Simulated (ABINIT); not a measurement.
# CsPbBr3 (Pm-3m) in ABINIT: further runs

Aim: see how the results for CsPbBr3 move with the level of theory and the settings. Levels: PBEsol, PBE, LDA. Tasks: dielectric tensor, optical spectrum, GW quasiparticle levels.

Program: ABINIT 10.8.3 (patched build). These are calculated values, not measurements. Logs are shortened: lines on timing, memory, paths and dates and some standing lists are left out, and cuts for length are marked. The log counts tension as positive stress, the text compression.

## Step 1: Starting point

Symmetry: Pm-3m, No. 221, cubic system. Conventional cell: a = 5.870 Å, b = 5.870 Å, c = 5.870 Å, α = 90.00°, β = 90.00°, γ = 90.00°. Pb (site symmetry m-3m) has 6 Br at 2.94 Å as nearest neighbours. Cs (site symmetry m-3m) is surrounded by 12 Br at 4.15 Å. Br (site symmetry 4/mmm) is surrounded by 2 Pb at 2.94 Å.

Measurements of this composition are mostly on another form, of space group No. 62.

## Step 2: Dielectric tensor, PBEsol

The input, run.abi:

```
ndtset 3

pp_dirpath "./"
pseudos "Pb.upf, Cs.upf, Br.upf"

acell 3*1.0 Angstrom
rprim
     5.8700000000     0.0000000000     0.0000000000
     0.0000000000     5.8700000000     0.0000000000
     0.0000000000     0.0000000000     5.8700000000
ntypat 3
znucl 82 55 35
natom 5
typat 1 2 3 3 3
xred
            1/2            1/2            1/2
            0.0            0.0            0.0
            1/2            1/2            0.0
            1/2            0.0            1/2
            0.0            1/2            1/2

ecut 653.073270 eV

ngkpt 4 4 4
nshiftk 1
shiftk 0.5 0.5 0.5

ixc -116133

nband 22
occopt 1

nstep 80
diemac 6.0

prteig 0
prtebands 0
prtwf 0
prtden 0
prtpot 0

kptopt1 1
tolvrs1 1.0e-15
prtwf1 1

iscf2 -3
rfelfd2 2
rfdir2 1 1 1
getwfk2 1
kptopt2 2
nqpt2 1
qpt2 0.0 0.0 0.0
tolwfr2 1.0e-18
prtwf2 1

rfelfd3 3
rfdir3 1 1 1
getwfk3 1
getddk3 2
kptopt3 2
nqpt3 1
qpt3 0.0 0.0 0.0
tolvrs3 1.0e-10
```

The input, mrgddb.in:

```
merged_DDB
CsPbBr3
2
runo_DS1_DDB
runo_DS3_DDB
```

The input, anaddb.abi:

```
ddb_filepath "merged_DDB"
output_file "anaddb.abo"
outdata_prefix "ana"
asr 1
chneut 1
dipdip 1
dieflag 2
enunit 0
```

Potentials or basis: PseudoDojo NC SR PBEsol v0.4.1 standard.

Command:

```sh
$ abinit run.abi > log 2>&1
$ mrgddb < mrgddb.in > mrgddb.log 2>&1
$ anaddb anaddb.abi > anaddb.log 2>&1
```

run.abo:

```text
.Version 10.8.3 of ABINIT
 DATASET    1 : space group Pm -3 m (#221); Bravais cP (primitive cubic)
================================================================================
 Values of the parameters that define the memory need for DATASET  1.
     intxc =       0    ionmov =       0      iscf =       7    lmnmax =       8
     lnmax =       8     mgfft =      50  mpssoang =       4    mqgrid =    3001
     natom =       5  nloc_mem =       1    nspden =       1   nspinor =       1
    nsppol =       1      nsym =      48    n1xccc =    2501    ntypat =       3
    occopt =       1   xclevel =       2
       mpw =        7671          nfft =      125000          nkpt =           4
================================================================================
================================================================================

 DATASET    2 : space group Pm -3 m (#221); Bravais cP (primitive cubic)
================================================================================
 Values of the parameters that define the memory need for DATASET  2 (RF).
     intxc =       0      iscf =      -3    lmnmax =       8     lnmax =       8
     mgfft =      50  mpssoang =       4    mqgrid =    3001     natom =       5
  nloc_mem =       1    nspden =       1   nspinor =       1    nsppol =       1
      nsym =      48    n1xccc =    2501    ntypat =       3    occopt =       1
   xclevel =       2
      nfft =      125000          nkpt =          32
================================================================================
================================================================================

 DATASET    3 : space group Pm -3 m (#221); Bravais cP (primitive cubic)
================================================================================
 Values of the parameters that define the memory need for DATASET  3 (RF).
     intxc =       0      iscf =       7    lmnmax =       8     lnmax =       8
     mgfft =      50  mpssoang =       4    mqgrid =    3001     natom =       5
  nloc_mem =       1    nspden =       1   nspinor =       1    nsppol =       1
      nsym =      48    n1xccc =    2501    ntypat =       3    occopt =       1
   xclevel =       2
      nfft =      125000          nkpt =          32
================================================================================
================================================================================

--------------------------------------------------------------------------------
------------- Echo of variables that govern the present computation ------------
--------------------------------------------------------------------------------
 -outvars: echo values of preprocessed input variables --------
            acell      1.8897261259E+00  1.8897261259E+00  1.8897261259E+00 Bohr
              amu      2.07200000E+02  1.32905430E+02  7.99040000E+01
           diemac      6.00000000E+00
             ecut      2.40000000E+01 Hartree
           getddk1          0
           getddk2          0
           getddk3          2
           getwfk1          0
           getwfk2          1
           getwfk3          1
             iscf1          7
             iscf2         -3
             iscf3          7
              ixc     -116133
           jdtset        1    2    3
           kptopt1          1
           kptopt2          2
           kptopt3          2
         kptrlatt        4    0    0      0    4    0      0    0    4
          kptrlen      4.43707694E+01
            natom           5
            nband1         22
            nband2         22
            nband3         22
           ndtset           3
            ngfft          50      50      50
             nkpt1          4
             nkpt2         32
             nkpt3         32
             nqpt1          0
             nqpt2          1
             nqpt3          1
            nstep          80
             nsym          48
           ntypat           3
        optdriver1          0
        optdriver2          1
        optdriver3          1
           prtden           0
        prtebands           0
           prteig           0
            prtwf1          1
            prtwf2          1
            prtwf3          0
[... 520 lines left out ...]
solver: {iscf: 7, nstep: 80, nline: 4, wfoptalg: 0, }
tolerances: {tolvrs: 1.00E-10, }
...

     iter   2DEtotal(Ha)        deltaE(Ha) residm    vres2
-ETOT  1  -83.540679425010     -8.354E+01 7.873E-01 3.399E+04
 ETOT  2  -96.010342294122     -1.247E+01 3.303E-02 7.076E+03
 ETOT  3  -100.20530320884     -4.195E+00 5.972E-03 8.739E+02
 ETOT  4  -100.69061179605     -4.853E-01 3.840E-04 6.672E+00
 ETOT  5  -100.69439075558     -3.779E-03 2.714E-05 5.943E-01
 ETOT  6  -100.69462727211     -2.365E-04 5.542E-06 3.798E-02
 ETOT  7  -100.69465950288     -3.223E-05 9.419E-07 3.962E-03
 ETOT  8  -100.69466460956     -5.107E-06 1.315E-07 7.703E-04
 ETOT  9  -100.69466538033     -7.708E-07 2.243E-08 3.146E-05
 ETOT 10  -100.69466547769     -9.737E-08 2.964E-09 8.696E-06
 ETOT 11  -100.69466549398     -1.629E-08 4.771E-10 9.186E-07
 ETOT 12  -100.69466549588     -1.900E-09 6.447E-11 1.544E-07
 ETOT 13  -100.69466549619     -3.129E-10 9.312E-12 5.091E-08
 ETOT 14  -100.69466549625     -5.797E-11 1.444E-12 2.300E-09
 ETOT 15  -100.69466549625     -3.325E-12 1.981E-13 2.752E-09
 ETOT 16  -100.69466549626     -1.350E-12 2.966E-14 1.601E-10
 ETOT 17  -100.69466549626     -1.450E-12 5.920E-15 5.277E-11

 At SCF step   17       vres2   =  5.28E-11 < tolvrs=  1.00E-10 =>converged.
-open ddk wf file :runo_DS2_1WF16
-open ddk wf file :runo_DS2_1WF17
-open ddk wf file :runo_DS2_1WF18
================================================================================

 ----iterations are completed or convergence reached----

 Mean square residual over all n,k,spin=   72.632E-17; max=  59.200E-16

 2DEtotal=   -0.1006946655E+03 Ha. Also 2DEtotal=   -0.274004143573E+04 eV
    (  non-var. 2DEtotal :   -1.0069466535E+02 Ha)
================================================================================

 ---- first-order wavefunction calculations are completed ----

 ==> Compute Derivative Database <==
 The violation of the charge neutrality conditions
 by the effective charges is as follows :
    atom        electric field
 displacement     direction
       1               1        0.686506        0.000000
       1               2        0.000000        0.000000
       1               3        0.000000        0.000000
       2               1        0.000000        0.000000
       2               2        0.686506        0.000000
       2               3        0.000000        0.000000
       3               1        0.000000        0.000000
       3               2        0.000000        0.000000
       3               3        0.686506        0.000000

 Effective charge tensors after
 imposition of the charge neutrality (if requested by user),
 and eventual restriction to some part :
   atom    displacement
         1         1    4.069737E+00    0.000000E+00    0.000000E+00
         1         2    0.000000E+00    4.069737E+00    0.000000E+00
         1         3    0.000000E+00    0.000000E+00    4.069737E+00
         2         1    1.214196E+00    0.000000E+00    0.000000E+00
         2         2    0.000000E+00    1.214196E+00    0.000000E+00
         2         3    0.000000E+00    0.000000E+00    1.214196E+00
         3         1   -9.747054E-01    0.000000E+00    0.000000E+00
         3         2    0.000000E+00   -9.747054E-01    0.000000E+00
         3         3    0.000000E+00    0.000000E+00   -3.334523E+00
         4         1   -9.747054E-01    0.000000E+00    0.000000E+00
         4         2    0.000000E+00   -3.334523E+00    0.000000E+00
         4         3    0.000000E+00    0.000000E+00   -9.747054E-01
         5         1   -3.334523E+00    0.000000E+00    0.000000E+00
         5         2    0.000000E+00   -9.747054E-01    0.000000E+00
         5         3    0.000000E+00    0.000000E+00   -9.747054E-01
 Now, the imaginary part of the dynamical matrix is zeroed

  Dielectric tensor, in cartesian coordinates,
     j1       j2             matrix element
  dir pert dir pert     real part    imaginary part

   1    7   1    7         3.8894795266        -0.0000000000

   2    7   2    7         3.8894795266        -0.0000000000

   3    7   3    7         3.8894795266        -0.0000000000

  Effective charges, in cartesian coordinates,
  (from electric field response)
   if specified in the inputs, charge neutrality has been imposed
     j1       j2             matrix element
  dir pert dir pert     real part    imaginary part

   1    1   1    7         4.0697373398         0.0000000000
   1    2   1    7         1.2141962642         0.0000000000
   1    3   1    7        -0.9747053503         0.0000000000
   1    4   1    7        -0.9747053503         0.0000000000
   1    5   1    7        -3.3345229136         0.0000000000
[... 7 lines left out ...]
   3    1   3    7         4.0697373398         0.0000000000
   3    2   3    7         1.2141962642         0.0000000000
   3    3   3    7        -3.3345229136         0.0000000000
   3    4   3    7        -0.9747053503         0.0000000000
   3    5   3    7        -0.9747053503         0.0000000000

== END DATASET(S) ==============================================================
================================================================================

 -outvars: echo values of variables after computation  --------
            acell      1.8897261259E+00  1.8897261259E+00  1.8897261259E+00 Bohr
           etotal1    -1.4102083238E+02
           etotal2    -2.0800222873E+01
           etotal3    -1.0069466550E+02
            fcart1    -0.0000000000E+00 -0.0000000000E+00 -0.0000000000E+00
                      -0.0000000000E+00 -0.0000000000E+00 -0.0000000000E+00
                      -0.0000000000E+00 -0.0000000000E+00 -0.0000000000E+00
                      -0.0000000000E+00 -0.0000000000E+00 -0.0000000000E+00
                      -0.0000000000E+00 -0.0000000000E+00 -0.0000000000E+00
            fcart3     0.0000000000E+00  0.0000000000E+00  0.0000000000E+00
                       0.0000000000E+00  0.0000000000E+00  0.0000000000E+00
                       0.0000000000E+00  0.0000000000E+00  0.0000000000E+00
                       0.0000000000E+00  0.0000000000E+00  0.0000000000E+00
                       0.0000000000E+00  0.0000000000E+00  0.0000000000E+00
            rprim      5.8700000000E+00  0.0000000000E+00  0.0000000000E+00
                       0.0000000000E+00  5.8700000000E+00  0.0000000000E+00
                       0.0000000000E+00  0.0000000000E+00  5.8700000000E+00
           strten1     6.8278793130E-06  6.8278793130E-06  6.8278793130E-06
                       0.0000000000E+00  0.0000000000E+00  0.0000000000E+00
           strten3     0.0000000000E+00  0.0000000000E+00  0.0000000000E+00
                       0.0000000000E+00  0.0000000000E+00  0.0000000000E+00
           xangst      2.9350000000E+00  2.9350000000E+00  2.9350000000E+00
                       0.0000000000E+00  0.0000000000E+00  0.0000000000E+00
                       2.9350000000E+00  2.9350000000E+00  0.0000000000E+00
                       2.9350000000E+00  0.0000000000E+00  2.9350000000E+00
                       0.0000000000E+00  2.9350000000E+00  2.9350000000E+00
             xred      5.0000000000E-01  5.0000000000E-01  5.0000000000E-01
                       0.0000000000E+00  0.0000000000E+00  0.0000000000E+00
                       5.0000000000E-01  5.0000000000E-01  0.0000000000E+00
                       5.0000000000E-01  0.0000000000E+00  5.0000000000E-01
                       0.0000000000E+00  5.0000000000E-01  5.0000000000E-01
 Calculation completed.
```

Run time: 21 min. Hardware: 1 thread of Arm Neoverse V2, shared host; peak memory 0.35 GiB.

These settings aren't checked as converged: the numbers below hold their error.

Results:

```yaml
Free_energy: -3837.3723 eV
Pressure: -0.2 GPa
```

Caveat: the cutoff is short for stress, so the pressure is rough.

(Part 1 of 3 ends here.)
